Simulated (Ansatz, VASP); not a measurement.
**One calculation of WS2, two programs**

```
S W
1.0
     3.15978    0.00000    0.00000
    -1.57989    2.73645    0.00000
     0.00000    0.00000   32.29100
S W
2 1
Direct
  0.33333 0.66667 0.45120
  0.33333 0.66667 0.54881
  0.66667 0.33333 0.50001
```

Alike in both runs: functional PBE; dispersion D3(BJ); k mesh 12 × 12 × 1; occupations gaussian, width 0.02 eV; no spin polarisation.

Ansatz relaxed the structure, and its values are those at the end. VASP's run is a single point on that final structure, the one shown.

```csv
,VASP,Ansatz
version,VASP 6.6.1,Ansatz 0.2.0
potentials or method,"VASP PAW PBE potentials, release 64 (S, W_sv)","scalar-relativistic, plane waves, PAW"
plane-wave cutoff (eV),520,420
valence electrons in the cell,26,26
```

|  | VASP | Ansatz | Ansatz less VASP |
| --- | --- | --- | --- |
| gap on the k mesh at the Fermi level (eV) | 1.92 | 1.92 | -0.004 |
| least direct gap on the mesh (eV) | 1.92 | 1.92 | -0.004 |

Ansatz warned: «near_symmetry_operation_missed_by_atoms».

Caveats: spin-orbit coupling is left out, which moves the levels of the heavy elements.
